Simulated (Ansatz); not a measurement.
Level of theory: DFT PBE, scalar-relativistic, plane waves, PAW (Ansatz). Settings: cutoff 420 eV, Γ-centred meshes spaced at most about 0.3 Å⁻¹, and about 0.25 Å⁻¹ or finer for metals (2π included), Gaussian smearing. No spin polarisation in the final relaxations.

All energies are static (0 K, no zero-point motion).

Two relaxed structures of Ge:

A.

```xyz
8
Lattice="3.4109 -7.0673 0.0000 3.4109 7.0673 0.0000 0.0000 0.0000 4.0688" Properties=species:S:1:pos:R:3 pbc="T T T"
Ge    2.1568    2.3704    0.0000
Ge    4.6650   -2.3704    0.0000
Ge    4.6650    2.3704    0.0000
Ge    2.1568   -2.3704    0.0000
Ge    5.5634   -1.2565    2.0344
Ge    1.2584    1.2565    2.0344
Ge    1.2584   -1.2565    2.0344
Ge    5.5634    1.2565    2.0344
```

B.

```xyz
12
Lattice="4.0632 0.0000 0.0000 -2.0316 3.5189 0.0000 0.0000 0.0000 20.0349" Properties=species:S:1:pos:R:3 pbc="T T T"
Ge    0.0000    0.0000   12.1098
Ge    0.0000    0.0000    5.4163
Ge    2.0316    1.1730    8.7649
Ge    2.0316    1.1730   15.4554
Ge    2.0316    1.1730    2.0932
Ge    0.0000    2.3459   18.7788
Ge    0.0000    0.0000    7.9251
Ge    0.0000    0.0000   14.6186
Ge    2.0316    1.1730    4.5795
Ge    2.0316    1.1730   11.2700
Ge    2.0316    1.1730   17.9417
Ge    0.0000    2.3459    1.2562
```

Question: Which form is favoured at zero pressure, and by what margin per atom?

Answer: B is lower, by 43 meV/atom. A has space group Cmmm (No. 65), 24.5 Å³/atom and a gap of 0.02 eV on its mesh; B has space group P-6m2 (No. 187), 23.9 Å³/atom and no gap. In A, Ge on its first site has 4 Ge at 2.49–2.51 Å; around Ge on its second site lie 4 Ge at 2.49–2.52 Å. In B, around Ge on its first site lie 4 Ge at 2.49–2.51 Å; Ge on its second site is surrounded by 4 Ge at 2.49–2.51 Å; around Ge on its third site lie 4 Ge at 2.49–2.51 Å; 3 more sites not described. Both come from invented guesses. The part of the Crystallography Open Database at hand lists Ge in space groups No. 64, 96, 227; no cell shown has one of them.

The zero gap of P-6m2 may come from the functional, which often closes small gaps. With atoms moved at random, Cmmm came back. Other cells relaxed within their symmetry can be saddle points.

B's advantage of 43 meV/atom most likely comes from bond angles rather than bond lengths. The coordinates show fourfold-bonded networks in both cells, with almost the same spread of distances. B is a stacking polytype of puckered bilayers, mixing the cubic sequence of diamond with the hexagonal one of lonsdaleite, so every atom keeps nearly ideal tetrahedral angles. In A, half of the atoms sit in flat, almost square rings. Their angles near a right angle strain the sp³ bonds, while the wider rings beside them probably account for the looser packing.

Since B is both lower in energy and denser, moderate compression should increase its lead; only expansion would favour A. The difference in gap is too small to mark a real electronic contrast, and a filled set of two-electron bonds gives no reason to expect a true metal in either cell. The ordering holds between these two forms only: diamond-type Ge, the known ground state at ambient pressure, would be expected to lie below both.
